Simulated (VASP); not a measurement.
A run of VASP 6.6.1:

File INCAR:

```
SYSTEM = AlN
ALGO     = Normal         ! electronic algorithm
EDIFF    = 1E-8           ! SCF threshold, eV
ENCUT    = 600            ! plane-wave cutoff, eV
GGA      = PS             ! functional
ISIF     = 2              ! what is computed and relaxed
ISMEAR   = 0              ! smearing method
KPAR     = 2            
LASPH    = .TRUE.         ! aspherical terms in the spheres
LCHARG   = .FALSE.        ! write CHGCAR
LEPSILON = .TRUE.         ! dielectric tensor by DFPT
LREAL    = .FALSE.        ! projectors in reciprocal space
LWAVE    = .FALSE.        ! write WAVECAR
NELM     = 80             ! most SCF steps
PREC     = Accurate       ! precision mode
SIGMA    = 0.03           ! smearing width, eV
```

KPOINTS

```
k-points
0
G
  18 18 9
  0 0 0
```

File POSCAR:

```
AlN                                     
1.0
    3.1131018738      0.0000000000      0.0000000000
   -1.5565509369      2.6960253073      0.0000000000
    0.0000000000      0.0000000000      4.9818131052
  Al              N             
     2     2
Direct
     0.3333333332999970    0.6666666667000030    0.9989855796533149
     0.6666666667000030    0.3333333332999970    0.4989855796533149
     0.3333333332999970    0.6666666667000030    0.3810144203466876
     0.6666666667000030    0.3333333332999970    0.8810144203466876
```

Potentials or basis: VASP PAW PBE potentials, release 64 (Al, N).

Launch:

```sh
$ cat potpaw_PBE.64/Al/POTCAR potpaw_PBE.64/N/POTCAR > POTCAR
$ mpirun -np 2 vasp_std > vasp.out
```

Hardware: 2 MPI ranks on AMD EPYC 9R45 (Zen 5) (shared host).

Task: How long does it take, and how much memory?

Result: Wall time 8.7 min on 2 MPI ranks on AMD EPYC 9R45 (Zen 5), on a shared host, peak memory 1 GiB a rank. Counts: scf iterations 105, k points 185.
